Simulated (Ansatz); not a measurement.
The system is AlO.

```
CELL_PARAMETERS angstrom
2.76919 0.00000 0.00000
0.00000 2.76919 0.00000
0.00000 0.00000 2.76919
ATOMIC_POSITIONS crystal
Al 0.50000 0.50000 0.50000
O 0.00000 0.00000 0.00000
```

The cell was built by a generator and needn't be a form met in nature.

* Program: Ansatz 0.2.0
* Task: relaxation of cell and atoms
* Functional: RPBE
* Potentials or basis: Ansatz PAW
* Cutoff: 420 eV (not typed: the program's choice for these potentials)
* k mesh: 10 × 10 × 10
* Occupations: fermi-dirac, width 0.05 eV
* Spin: no spin polarisation

At the start: volume 10.62 Å³/atom.

Question: How do energy, volume and symmetry change on relaxing?

Answer: It ends after 6 steps and the volume is 10.88 Å³/atom (+2.5 %); space group Pm-3m (No. 221, to 0.05 Å).

Step by step:
| step | energy change (eV) | largest force (eV/Å) | volume (Å³) |
| --- | --- | --- | --- |
| 1 | 0.0000 | 0.0000 | 21.24 |
| 2 | -0.0035 | 0.0000 | 21.60 |
| 3 | -0.0034 | 0.0000 | 21.74 |
| 4 | -0.0053 | 0.0000 | 21.74 |
| 5 | -0.0052 | 0.0000 | 21.77 |
| 6 | -0.0052 | 0.0000 | 21.77 |

Final structure:
```
Al O
1.0
     2.79215    0.00000    0.00000
     0.00000    2.79215    0.00000
     0.00000    0.00000    2.79215
Al O
1 1
Direct
  0.50000 0.50000 0.50000
  0.00000 0.00000 0.00000
```

Caveat: the plane-wave basis is chosen anew once the cell has moved, so the energies of steps on either side of that aren't comparable; the pressure holds a Pulay correction of +0.5 GPa for the finite cutoff; an odd number of electrons without spin polarisation forces a metal; a magnetic or distorted state may lie lower; the PAW data sets come from PBE, with cores solved anew for the run's functional, which leaves a small shift of forces and pressure.
